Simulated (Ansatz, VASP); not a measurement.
# NiSeS in two plane-wave programs

Aim: how closely do two programs agree when they are given the same cell, functional and k mesh? Of the first pair: The structure shown is the start of the Ansatz relaxation below; VASP solves that cell, so the two are compared at the walk's first step.

Calculated with Ansatz 0.2.0; plane waves, with VASP 6.6.1 beside it; single point at PBE.

## 1. Set-up

The cell holds 3 atoms: 1 Se, 1 Ni and 1 S. Cell: a = 3.572 Å, b = 3.572 Å, c = 28.733 Å, α = 90.0°, β = 90.0°, γ = 120.0°. Vacuum lies along c. The height across the vacuum is the one that the program set for its solve, not the one typed.

## 2. Ansatz: relaxation, PBE

Ansatz runs on its default PAW (the set named soft_2) files.

The two programs are compared at the cell with which this relaxation starts, whose forces are those of its first step.

input.yaml

```yaml
crystal:
  lattice:
    - [3.57231492, 0.0, 0.0]
    - [-1.78615746, 3.09371547, 0.0]
    - [0.0, 0.0, 18.54275283]
  atoms:
    - { symbol: Se, position: [0.0, 0.0, 0.56651336] }
    - { symbol: Ni, position: [0.33333333, 0.66666667, 0.49656398], spin: 1.0 }
    - { symbol: S, position: [0.66666667, 0.33333333, 0.43348664] }
  periodic: [true, true, false]
magnetization:
  spin_polarized: true
kpoints:
  mp_grid: { grid: [9, 9, 1] }
scf:
  occupations: { method: fermi_dirac, width: 0.05 }
hamiltonian:
  xc: pbe
  pseudopotentials: { kind: paw }
output:
  forces: true
  stress: true
relax:
  f_tol: 0.02
  max_steps: 50
  cell: {}
```

The run is started by

```sh
> ansatz run input.yaml --threads 4 --pin off --max-ram 8192MiB --backend cpu --events-out ev --progress --plain --runs-dir out
```

Numbers of over 12 decimals in the logs are rounded to 6 here.

The program printed:

```text
Warning: crystal.periodic: the lattice vector that does not repeat stood 0.000° off the slab's normal, 18.543 Å along it as the deck builds it. The run solves the slab on a vector along the normal, 28.733 Å long, with every atom where it was (on the deck's vector they left 16.08 Å outside them, and the widest stretch free of ions among them is 1.30 Å). A fractional position that the run reports is one of the run's ce [...]
crystal.periodic: the lattice vector that does not repeat stood 0.000° off the slab's normal, 18.543 Å along it as the deck builds it. The run solves the slab on a vector along the normal, 28.733 Å long, with every atom where it was (on the deck's vector they left 16.08 Å outside them, and the widest stretch free of ions among them is 1.30 Å). A fractional position that the run reports is one of the run's cell, which [...]
Engine: ansatz 0.2.0, x86_64-unknown-linux-gnu
Pseudopotentials: kind: paw
Pseudopotential: Se, paw, valence charge 16, recommended cutoff 420 eV (normal), Se.paw.azcp
Pseudopotential: Ni, paw, valence charge 18, recommended cutoff 420 eV (normal), Ni.paw.azcp
Pseudopotential: S, paw, valence charge 6, recommended cutoff 420 eV (normal), S.paw.azcp
Functional definition: PBE
  parameter kappa = 0.804
  parameter beta = 0.066725
  exchange = pbe_x(kappa = kappa, mu = beta*pi^2/3)
  correlation = pbe_c(beta = beta)
Crystal: 3 atoms, lattice volume = 317.553 Å³
Basis set: ecut = 420 eV, 6139 PW (Γ), exchange–correlation on 48×48×400 points (8 copies of the dense FFT grid, shifted against one another)
Bands: 25, of which v1, the nominal top of the filled ones, is band 20 counted from 1 (19 counted from 0)
Symmetry: 6 space group operations
Space group: P3m1 (ITA 156), of the structure as read, at distance tolerance 6.8e-5 Å
Magnetic group: BNS 156.49 (UNI 1279), of the structure as read, at distance tolerance 6.8e-5 Å
k-points: 12 of 81 (time reversal used)
Non-local potential: Se, projectors of the file, l = 0: 2, l = 1: 2, l = 2: 3, l = 3: 1
Non-local potential: Ni, projectors of the file, l = 0: 3, l = 1: 2, l = 2: 3, l = 3: 1
Non-local potential: S, projectors of the file, l = 0: 2, l = 1: 2, l = 2: 2
PAW form: soft (Blöchl's): semilocal exchange-correlation on the pseudo side does not see the compensation charge
PAW one-centre angular grid: Se, 590 points (default); XC on 64 Gauss nodes
PAW one-centre angular grid: Ni, 590 points (default); XC on 64 Gauss nodes
PAW one-centre angular grid: S, 110 points (default); XC on 64 Gauss nodes
Initial density: superposition of atomic densities (neutral atoms: chi_scale 0, normalization atom)
Starting moments: Σ|m| = 1 μB on 1 of 3 sites
Initial wavefunctions: pseudopotential atomic-orbital guess
Functional: x = pbe(κ = 0.804, μ = 0.219515), c = pbe(β = 0.066725)
[...]
SCF iter   3: F=—  HF=-12211.547490 eV  |F-HF|=—  |Δ(HF+E_count)|=   2.30e-4  Δρ=1.23e-4 (↑1.23e-4 ↓8.81e-5)  dr2=1.78e-4  dr2_m=1.27e-5  M=-0.000 μB ∫|m|=0.000 μB  β_m=0.25  ethr=1.39e-6  ⟨swp⟩=3.0  Hψ=1242  notcnv=0
SCF iter   4: F=—  HF=-12211.547506 eV  |F-HF|=—  |Δ(HF+E_count)|=   1.60e-5  Δρ=7.97e-5 (↑7.77e-5 ↓7.97e-5)  dr2=1.62e-4  dr2_m=7.71e-6  M=-0.000 μB ∫|m|=0.000 μB  β_m=0.23  ethr=4.46e-7  ⟨swp⟩=2.3  Hψ=805  notcnv=0
SCF iter   5: F=—  HF=-12211.547545 eV  |F-HF|=—  |Δ(HF+E_count)|=   3.94e-5  Δρ=5.62e-5 (↑4.08e-5 ↓5.62e-5)  dr2=3.87e-5  dr2_m=2.43e-6  M=-0.000 μB ∫|m|=0.000 μB  β_m=0.38  ethr=4.05e-7  ⟨swp⟩=1.7  Hψ=702  notcnv=0
SCF iter   6: F=—  HF=-12211.547611 eV  |F-HF|=—  |Δ(HF+E_count)|=   6.59e-5  Δρ=2.31e-5 (↑1.59e-5 ↓2.31e-5)  dr2=3.82e-6  dr2_m=1.64e-7  M=-0.000 μB ∫|m|=0.000 μB  β_m=0.53  ethr=9.67e-8  ⟨swp⟩=2.7  Hψ=986  notcnv=0
SCF iter   7: F=—  HF=-12211.547641 eV  |F-HF|=—  |Δ(HF+E_count)|=   2.96e-5  Δρ=7.50e-6 (↑5.95e-6 ↓7.50e-6)  dr2=6.81e-7  dr2_m=4.84e-9  M=0.000 μB ∫|m|=0.000 μB  β_m=0.55  ethr=9.55e-9  ⟨swp⟩=3.0  Hψ=1270  notcnv=0
SCF iter   8: F=—  HF=-12211.547645 eV  |F-HF|=—  |Δ(HF+E_count)|=   4.20e-6  Δρ=5.53e-6 (↑5.53e-6 ↓5.43e-6)  dr2=2.66e-7  dr2_m=1.18e-10  M=-0.000 μB ∫|m|=0.000 μB  β_m=0.51  ethr=1.70e-9  ⟨swp⟩=3.6  Hψ=1480  notcnv=0
SCF iter   9: F=—  HF=-12211.547645 eV  |F-HF|=—  |Δ(HF+E_count)|=   1.16e-7  Δρ=1.43e-6 (↑1.43e-6 ↓1.19e-6)  dr2=1.75e-8  dr2_m=1.52e-10  M=-0.000 μB ∫|m|=0.000 μB  β_m=0.67  ethr=6.66e-10  ⟨swp⟩=3.0  Hψ=1109  notcnv=0
SCF iter  10: F=-12211.547645 eV  HF=-12211.547645 eV  |F-HF|=1.57e-8  |Δ(HF+E_count)|=   2.59e-8  Δρ=1.30e-6 (↑1.30e-6 ↓1.21e-6)  dr2=1.65e-8  dr2_m=2.06e-11  M=-0.000 μB ∫|m|=0.000 μB  ethr=4.37e-11  ⟨swp⟩=2.7  Hψ=2531  notcnv=0
the starting moments were not kept: the SCF closed with an absolute magnetisation of 6.9e-6 μB, where they sum to 1 μB in size (1 site). That is at most 0.1 of that sum. Measured as dr2_m measures the in/out step, that magnetisation stands 1.8e-11 eV from none, at or under the dr2_threshold of 3.0e-7 eV: it is no larger than a step whose dr2_m would equal this threshold.
SCF 4 converged in 10 iterations: F = -12211.547645 eV  dr2 = 1.65e-8
relax step   4: F+E_penalty+E_count = -12211.54764483 eV  Δ(F+E_penalty+E_count) = -8.153e-4 eV  max|allowed force component| = 8.264e-3 eV/Å  Δτ_max = 0.0051 Å  P = -0.032 N/m  Ω = 294.710 Å³  energy of the carried Pulay correction = +4.437e-4 eV  fix = [c, alpha, beta]  reactions: c -0.000 N/m  (10 SCF iters, dr2 threshold 3.00e-7 eV, accepted)
Initial wavefunctions: pseudopotential atomic-orbital guess (no wavefunctions were taken with the density)
iter 1 solved again at ethr=1.86e-6 eV; its pass at ethr=3.10e-3 eV (dr2=7.46e-4 eV) is discarded
SCF iter   1: F=—  HF=-12211.547154 eV  |F-HF|=—  |Δ(HF+E_count)|=         —  Δρ=3.49e-5 (↑3.49e-5 ↓3.47e-5)  dr2=1.19e-5  dr2_m=2.82e-11  M=-0.000 μB ∫|m|=0.000 μB  β_m=0.65  ethr=1.86e-6  ⟨swp⟩=4.8  Hψ=6202  notcnv=0
preconditioner: auto → none  [insulator: Δε(μ)=0.352 eV  Ē_g=8.998 eV  σ=0.050 eV  W_gap=0.93  n_scr=16 (ndim 8)  ℏωp=10.1 eV  f_vac=0.787  D(μ)=0.13/eV (n_scr^D=2)  ε∞_Penn≈2.3]
[...]
SCF iter   4: F=—  HF=-12211.547063 eV  |F-HF|=—  |Δ(HF+E_count)|=   3.11e-7  Δρ=1.23e-5 (↑1.23e-5 ↓1.22e-5)  dr2=5.95e-6  dr2_m=6.64e-12  M=-0.000 μB ∫|m|=0.000 μB  β_m=0.21  ethr=2.96e-8  ⟨swp⟩=1.8  Hψ=654  notcnv=0
SCF iter   5: F=—  HF=-12211.547063 eV  |F-HF|=—  |Δ(HF+E_count)|=   1.01e-7  Δρ=5.35e-6 (↑5.35e-6 ↓5.34e-6)  dr2=1.45e-6  dr2_m=4.19e-12  M=-0.000 μB ∫|m|=0.000 μB  β_m=0.33  ethr=1.49e-8  ⟨swp⟩=1.5  Hψ=682  notcnv=0
SCF iter   6: F=—  HF=-12211.547063 eV  |F-HF|=—  |Δ(HF+E_count)|=   6.83e-7  Δρ=2.93e-6 (↑2.89e-6 ↓2.93e-6)  dr2=1.79e-7  dr2_m=2.06e-12  M=-0.000 μB ∫|m|=0.000 μB  β_m=0.54  ethr=3.64e-9  ⟨swp⟩=1.8  Hψ=724  notcnv=0
SCF iter   7: F=—  HF=-12211.547064 eV  |F-HF|=—  |Δ(HF+E_count)|=   8.51e-7  Δρ=1.23e-6 (↑1.21e-6 ↓1.23e-6)  dr2=2.07e-8  dr2_m=7.08e-13  M=-0.000 μB ∫|m|=0.000 μB  β_m=0.77  ethr=4.47e-10  ⟨swp⟩=2.8  Hψ=1210  notcnv=0
SCF iter   8: F=—  HF=-12211.547065 eV  |F-HF|=—  |Δ(HF+E_count)|=   2.89e-7  Δρ=2.46e-6 (↑2.46e-6 ↓2.46e-6)  dr2=5.48e-8  dr2_m=5.30e-14  M=0.000 μB ∫|m|=0.000 μB  β_m=0.60  ethr=5.16e-11  ⟨swp⟩=3.6  Hψ=1367  notcnv=0  recentre
SCF iter   9: F=—  HF=-12211.547065 eV  |F-HF|=—  |Δ(HF+E_count)|=   2.60e-8  Δρ=7.61e-7 (↑7.61e-7 ↓7.54e-7)  dr2=6.69e-9  dr2_m=4.54e-14  M=0.000 μB ∫|m|=0.000 μB  β_m=0.73  ethr=5.16e-11  ⟨swp⟩=2.0  Hψ=1062  notcnv=0
SCF iter  10: F=—  HF=-12211.547065 eV  |F-HF|=—  |Δ(HF+E_count)|=   9.13e-9  Δρ=1.02e-7 (↑9.82e-8 ↓1.02e-7)  dr2=1.39e-10  dr2_m=1.90e-14  M=0.000 μB ∫|m|=0.000 μB  β_m=0.70  ethr=1.67e-11  ⟨swp⟩=3.0  Hψ=1336  notcnv=0
SCF iter  11: F=—  HF=-12211.547065 eV  |F-HF|=—  |Δ(HF+E_count)|=  1.00e-10  Δρ=2.20e-8 (↑2.08e-8 ↓2.20e-8)  dr2=7.53e-12  dr2_m=2.84e-15  M=0.000 μB ∫|m|=0.000 μB  β_m=0.65  ethr=1.00e-12  ⟨swp⟩=3.0  Hψ=1125  notcnv=0
SCF iter  12: F=—  HF=-12211.547065 eV  |F-HF|=—  |Δ(HF+E_count)|=  7.28e-12  Δρ=1.18e-8 (↑1.18e-8 ↓1.17e-8)  dr2=4.36e-12  dr2_m=1.31e-15  M=0.000 μB ∫|m|=0.000 μB  β_m=0.61  ethr=1.00e-12  ⟨swp⟩=1.7  Hψ=679  notcnv=0
SCF iter  13: F=-12211.547065 eV  HF=-12211.547065 eV  |F-HF|=1.18e-10  |Δ(HF+E_count)|=  3.09e-11  Δρ=9.19e-9 (↑7.82e-9 ↓9.19e-9)  dr2=6.73e-13  dr2_m=1.59e-15  M=-0.000 μB ∫|m|=0.000 μB  ethr=1.00e-12  ⟨swp⟩=6.5  Hψ=3181  notcnv=0
the starting moments were not kept: the SCF closed with an absolute magnetisation of 4.5e-8 μB, where they sum to 1 μB in size (1 site). That is at most 0.1 of that sum. Measured as dr2_m measures the in/out step, that magnetisation stands 1.5e-15 eV from none, at or under the dr2_threshold of 1.9e-11 eV: it is no larger than a step whose dr2_m would equal this threshold.
SCF 5 converged in 13 iterations: F = -12211.547065 eV  dr2 = 6.73e-13
relax step   5: F+E_penalty+E_count = -12211.54706467 eV  Δ(F+E_penalty+E_count) = +5.802e-4 eV  max|allowed force component| = 8.084e-3 eV/Å  Δτ_max = 0.0000 Å  P = -0.026 N/m  Ω = 294.710 Å³  fix = [c, alpha, beta]  reactions: c -0.000 N/m  stress off target by 2.60e-2 N/m on what of the cell is left free  SCF on the basis re-selected at this cell (its energy is not comparable with the rows above)  (13 SCF iters)
basis re-selected at this cell: Δ(F+E_penalty+E_count) = +5.802e-4 eV, ΔP = +0.006 N/m vs the last step (what re-selecting the basis moved, of the pressure what is left beyond the Pulay correction that the steps carried, after the strain that the cell walked since its last selection, with what the two solves' SCF thresholds leave and, on support functions, any second-order correction that the steps lacked; it is no m [...]
SCF converged after 13 iterations
Magnetization: -0.0000 μB (20.0000 up, 20.0000 down)
Absolute magnetization: 0.0000 μB (∫|ρ↑−ρ↓|, with the PAW one-centre terms)
Spin contamination: 0.0000 ħ² per cell (⟨S²⟩ above its minimum at these occupations)
Per-site moments (μB) at R_I (Å): [(8.186060467381606e-9, 0.976671), (-2.1515789957965465e-8, 0.942522), (6.576358693095813e-9, 0.942522)]
Free energy (F): -12211.547065 eV
Harris-Foulkes:  -12211.547065 eV  (|F-HF|=1.18e-10)
Internal energy: -12211.545422 eV  (E = F + TS)
E sigma→0 (E₀):  -12211.546243 eV
Entropy (-TS):   -0.001643 eV (-0.548 meV/atom)
Fermi energy:    -5.250339 eV
--- Per-component energies (eV) ---
  E_band       = -1394.241258
  E_kinetic    = 505.428069
  E_local      = -92441.755457  (includes V_loc(G=0)·N_el)
  E_nonlocal   = 65.703389
  E_hartree    = 45538.600346
  E_xc         = -285.429511
  E_vxc        = -294.053560  (∫ρ·V_xc dr)
  E_paw        = -4138.840055  (= ΣΔE_a)
  E_vpaw       = -306.764416  (= ΣTr[D̂ρ^β])
  E_aug_tail   = -0.000074  (compensation charges beyond the density's cutoff)
  E_ewald      = 38544.747871
  E_smearing   = -0.001643  (= −TS)
  E_closure    = -0.000000  (closes the sum)
  Σ components = -12211.547065   (vs F -12211.547065, Δ=0.00e0)
--- Forces (eV/Å), atoms counted from 1 ---
  atom   1  Se     0.00000000     0.00000000    -0.00808377
  atom   2  Ni     0.00000000    -0.00000000     0.00119476
  atom   3  S      0.00000000     0.00000000     0.00688984
  max |Σ_I F_I| component: 8.28e-7 eV/Å
--- 2D stress c σ (N/m, compression-positive) ---
       -0.025979      -0.000000      -0.000000
       -0.000000      -0.025979      -0.000000
       -0.000000      -0.000000      -0.000000
  P = ½ c Tr σ = -0.0260 N/m
--- Relaxed structure (4 steps of the walk, 4 accepted, 1 SCFs on fresh bases) ---
  F+E_penalty+E_count = -12211.54706467 eV   max|allowed force component| = 8.084e-3 eV/Å   (the final SCF, on the basis selected at the relaxed cell)
  cell:  # Å, volume = 294.7104 Å³
    - [3.441432, -9.68728910189999e-18, 0]
    - [-1.720716, 2.980367, 0]
    - [0, 0, 28.733363]
  atoms:
    - { symbol: Se, position: [0, 0, 0.364896] }
    - { symbol: Ni, position: [0.333333, 0.666667, 0.320081] }
    - { symbol: S, position: [0.666667, 0.333333, 0.280814] }
```

In the SCF lines HF is the Harris–Foulkes energy and dr2 the Hartree energy of the density residual, in eV; the loop may stop once dr2 is under the threshold and the program's other checks hold. Hψ counts applications of the Hamiltonian.

[end of part 1 of 2]

[Lines on the potential files, build, host, timing and source positions are cut from VASP's logs without a mark.]

[Logs are printed without paths, hosts, clocks, repeated set-up lines and the standing remarks that a program may print on its own settings, such as how far it seeks lower states.]

[Hosts, paths, dates, database ids (printed as entryN), source tags and the programs' standing remarks are cut or masked in the printed files.]
